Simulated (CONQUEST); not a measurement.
Write the native input for CONQUEST 1.3 that does the following.

```
Task                : single point
Functional          : PBE
Potentials or basis : PseudoDojo NC PBE, DZP, multi-site functions of range 8 bohr, grid cutoff 120 Ha
k mesh              : 6 × 6 × 5
Occupations         : methfessel-paxton of order 2, width 0.1 eV
Spin                : no spin polarisation
Solver              : diagonalisation
SCF tolerance       : 1e-06
```

Pb:

```xyz
2
Lattice="3.5002 0.0000 0.0000 0.0000 3.5002 0.0000 0.0000 0.0000 4.9500" Properties=species:S:1:pos:R:3 pbc="T T T"
Pb    0.0239    0.0414    0.0151
Pb    1.7698    1.7630    2.4566
```

The cell isn't the ideal one: atoms of the box moved at random, drawn with an rms of 0.05 Å.

One way to write it, as run:

Conquest_input

```
IO.Title Pb
IO.Coordinates coords.dat
IO.FractionalAtomicCoords F
IO.Iprint 2
IO.Iprint_init 1
General.NumberOfSpecies 1
General.PseudopotentialType hamann
AtomMove.TypeOfRun static
AtomMove.FullStress T
Grid.GridCutoff 120
DM.SolutionMethod diagon
Diag.MPMesh T
Diag.GammaCentred T
Diag.MPMeshX 6
Diag.MPMeshY 6
Diag.MPMeshZ 5
Diag.kT 0.00367493
minE.SCTolerance 1e-6
Diag.SmearingType 1
Diag.MPOrder 2
Basis.MultisiteSF T
Multisite.LFD T
Multisite.Smear T
SC.MaxIters 100
IO.AtomChargeOutput T
%block ChemicalSpeciesLabel
1 207.200 Pb
%endblock
%block Pb
Atom.NumberOfSupports 9
Atom.MultisiteRange 8
Atom.LFDRange 8
%endblock
```

coords.dat

```
    6.6144323279     0.0000000000     0.0000000000
    0.0000000000     6.6144323279     0.0000000000
    0.0000000000     0.0000000000     9.3542199059
2
  0.0452096450   0.0782288911   0.0284648912 1 T T T
  3.3445083334   3.3316432626   4.6422935465 1 T T T
```

Potentials or basis: PseudoDojo NC PBE, DZP, multi-site functions of range 8 bohr, grid cutoff 120 Ha.

The run is started by

```sh
$ Conquest
```

Results of the run:

| Quantity | Value |
| --- | --- |
| Pressure | 4.9 GPa |
| Largest force | 0.050 eV/Å |
| Band gap on the k mesh | none (metal or under the smearing width) |

Caveat: multi-site functions contract the basis, which raises the energy a little and makes forces and stress less exact; the basis of atomic orbitals isn't converged, which shifts pressures, moduli and gaps.

It took 24 s on 1 thread of AMD EPYC 9R45 96-Core Processor (Zen 5), with other jobs on the host, peak memory 0.47 GiB.
